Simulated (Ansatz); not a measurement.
## AlNi: how the energy converges with the cutoff

AlNi, P1, a = 2.731 Å, b = 2.775 Å, c = 3.175 Å, α, β, γ = 89.0°, 90.2°, 90.7°. Ansatz: r2SCAN, PAW, cutoff varied, Γ-centred 10×10×10 mesh on 2 atoms, Gaussian smearing 0.10 eV; no spin polarisation. Single points at one geometry with displaced atoms, the cutoff alone changed; ΔE is the energy at zero smearing over the run at 600 eV. The runs up to 350 eV lie under the cutoff recommended for these PAW datasets.

```tsv
cutoff (eV)	ΔE (meV/atom)
200	?
250	1244.56
300	151.04
350	13.86
500	0.89
```

Question: Assume ΔE falls exponentially with the cutoff, fit y = ln ΔE against x, the cutoff in eV, to the other rows, and predict the missing value.

Answer: y = 7.127, 5.018, 2.629, -0.117. Means x = 350.0, y = 3.6642; Σ(Δx)² = 35000, ΣΔxΔy = -981.1; the slope is their ratio. y = 13.48 − 0.02803 x, a factor of ten per 82 eV. At 200 eV this gives ΔE = 2628.06 meV/atom. The run gave 7644.70, a ratio of 0.34. Between neighbouring rows the decay runs from a factor of ten per 48 eV to one per 126 eV, so one exponential is only a rough guide. The fast fall gives way to a slow tail, so a fit to low cutoffs promises convergence too early.

Cost: 6 runs of about 2.8 core-minutes in all, on Arm Neoverse V1 (shared hosts).